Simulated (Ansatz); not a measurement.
Theory: DFT PBE, scalar-relativistic, plane waves, PAW (Ansatz 0.2.0). All cells share a 420 eV cutoff and Γ-centred k meshes spaced at most about 0.3 Å⁻¹ (2π included). Spin is collinear in cells that carry moments; the others ran without spin or lost their moments.

These are static total energies at zero pressure.

Two relaxed structures of Al2O5:

A. (parallel moments up to 0.6 μB)

```xyz
21
Lattice="2.9719 0.0000 0.0000 1.4851 7.3960 0.0000 0.0083 0.2393 12.3409" Properties=species:S:1:pos:R:3 pbc="T T T"
Al    2.9933    1.7302   10.9736
Al    1.4017    4.1977   10.9590
Al    3.1299    6.6710   10.9442
Al    1.4973    0.9505    1.3687
Al    3.1211    3.4056    1.3991
Al    1.3926    5.8791    1.3828
O     1.4613    7.0625    6.7839
O     2.9468    5.5483    6.7662
O     1.4612    7.0767    5.5692
O     2.9470    5.5627    5.5512
O     1.4962    0.9477   10.2800
O     2.8902    3.4113   10.3012
O     1.6354    5.8753   10.2923
O     2.9722    1.7328    2.0627
O     1.6267    4.2017    2.0500
O     2.8811    6.6653    2.0410
O     2.7941    0.0151    0.0043
O     1.3147    2.6656   12.3385
O     3.2502    4.9189    0.0005
O     1.3586    2.6175    6.7702
O     1.5662    2.6141    5.5703
```

B. (no moments)

```xyz
14
Lattice="3.7565 0.0000 0.0000 0.0000 11.4348 0.0000 0.0000 0.0000 3.7244" Properties=species:S:1:pos:R:3 pbc="T T T"
Al    1.8783    4.0318    3.0718
Al    1.8783    7.4030    3.0718
Al    0.0000    9.7492    0.6526
Al    0.0000    1.6856    0.6526
O     1.8783    3.6705    1.1992
O     1.8783    7.7643    1.1992
O     1.8783    5.7174    2.9257
O     0.0000    3.4515    3.0989
O     0.0000    7.9832    3.0989
O     0.0000    9.3879    2.5252
O     0.0000    2.0469    2.5252
O     0.0000    0.0000    0.7987
O     1.8783    9.1689    0.6255
O     1.8783    2.2659    0.6255
```

Question: Which is lower in energy, and by how much?

Answer: A is lower, by 0.31 eV/atom. A has space group P1 (No. 1), 12.9 Å³/atom and a gap of 1.28 eV on its mesh; B has space group Pmmn (No. 59), 11.4 Å³/atom and a gap of 2.88 eV. Counting O atoms around Al (those within 1.25 times the shortest such distance or 1.15 times the sum of covalent radii, 1.27 where that leaves under three; a plus sign parts nearer from farther groups), A has Al 3+2 and B has Al 1+4. A and B both hold O–O pairs. Their magnetic states differ too, which can make part of the margin. In A, Al on its first site is surrounded by 3 O at 1.81–1.83 Å, 2 O at 2.02–2.10 Å and 1 O at 2.36 Å; Al on its second site is surrounded by 3 O at 1.80–1.82 Å and 2 O at 2.02–2.06 Å; O on its first site has 1 O at 1.21 Å; 18 more sites not described. In B, around Al lie 1 O at 1.69 Å, 4 O at 1.89–1.97 Å and 1 O at 2.18 Å; O on a site of symmetry m is surrounded by 1 O at 1.52 Å and 2 Al at 1.89–1.91 Å; O on a site of symmetry mm2 has 2 Al at 1.69 Å; 1 more site not described. Origin: A, invented, then shaken at random and relaxed again; B, invented.

No dispersion correction is applied, so the spacing and binding between layers, chains or molecules are poorly described (P1), and this can change margins and order among such cells. Kohn–Sham gaps at this level usually fall short of measured ones. The magnetic state reached may not be the lowest. Cells relaxed within their symmetry can be saddle points. Some candidate types were left out of the draw beforehand, so a known form may be missing.
